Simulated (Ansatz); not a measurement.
The system is SrVO3.

```
Sr V O
1.0
     3.84090    0.00000    0.00000
     0.00000    3.84090    0.00000
     0.00000    0.00000    3.84090
Sr V O
1 1 3
Direct
  0.50000 0.50000 0.50000
  0.00000 0.00000 0.00000
  0.00000 0.00000 0.50000
  0.00000 0.50000 0.00000
  0.50000 0.00000 0.00000
```

```yaml
Program: Ansatz 0.2.0
Task: relaxation of cell and atoms
Functional: PBEsol
Potentials_or_basis: Ansatz PAW
Cutoff: "420 eV (not typed: the program's choice for these potentials)"
k_mesh: 7 × 7 × 7
Occupations: fermi-dirac, width 0.05 eV
Spin: collinear spin, ferromagnetic start
Starting_moments: "[0.0, 2.0, 0.0, 0.0, 0.0] μB"
```

At the start: volume 11.33 Å³/atom.

Where does the relaxation end?

It ends after 6 steps and the volume is 11.05 Å³/atom (-2.5 %); space group Pm-3m (No. 221, to 0.05 Å); moment 0.00 μB per cell.

The path:
| step | energy change (eV) | largest force (eV/Å) | volume (Å³) |
| --- | --- | --- | --- |
| 1 | 0.0000 | 0.0000 | 56.66 |
| 2 | -0.0250 | 0.0000 | 55.52 |
| 3 | -0.0266 | 0.0000 | 55.30 |
| 4 | -0.0211 | 0.0000 | 55.30 |
| 5 | -0.0213 | 0.0000 | 55.26 |
| 6 | -0.0213 | 0.0000 | 55.26 |

Final structure:
```xyz
5
Lattice="3.8090 0.0000 0.0000 0.0000 3.8090 0.0000 0.0000 0.0000 3.8090" Properties=species:S:1:pos:R:3 pbc="T T T"
Sr    1.9045    1.9045    1.9045
V     0.0000    0.0000    0.0000
O     0.0000    0.0000    1.9045
O     0.0000    1.9045    0.0000
O     1.9045    0.0000    0.0000
```

Caveat: the plane-wave basis is chosen anew once the cell has moved, so the energies of steps on either side of that aren't comparable; the pressure holds a Pulay correction of +0.7 GPa for the finite cutoff; the PAW data sets come from PBE, with cores solved anew for the run's functional, which leaves a small shift of forces and pressure; the starting moments weren't kept.
